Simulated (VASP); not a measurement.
Here is the system:

```yaml
crystal:
  lattice:
    - [0.00000, 3.03240, 3.03240]
    - [3.03240, 0.00000, 3.03240]
    - [3.03240, 3.03240, 0.00000]
  atoms:
    - { symbol: Zn, position: [0.00000, 0.00000, 0.00000] }
    - { symbol: Te, position: [0.25000, 0.25000, 0.25000] }
```

Level of theory: PBEsol GGA, VASP's PBE PAW potentials (set 64) (plane waves; VASP 6.6.1). Numerical set-up: 400 eV cut-off, 9×9×9 Γ-centred mesh, tetrahedra with Blöchl corrections, potentials Zn Te.

Unless said otherwise, spin-orbit coupling is left out, though it shifts the bands of the heavy elements here.

**Question.** Predict the energy per atom (σ→0), band gap (on the k-mesh) with the smallest direct gap where there is one.

**Answer.** 
```yaml
band gap (on the k-mesh): 1.24 eV
smallest direct gap (on the k-mesh): 1.24 eV
energy per atom (σ→0): -2.958 eV/atom
```

Total energies compare only between runs with the same potentials, cut-off and functional.

The compound is ZnTe in the zinc blende structure. It was relaxed first.
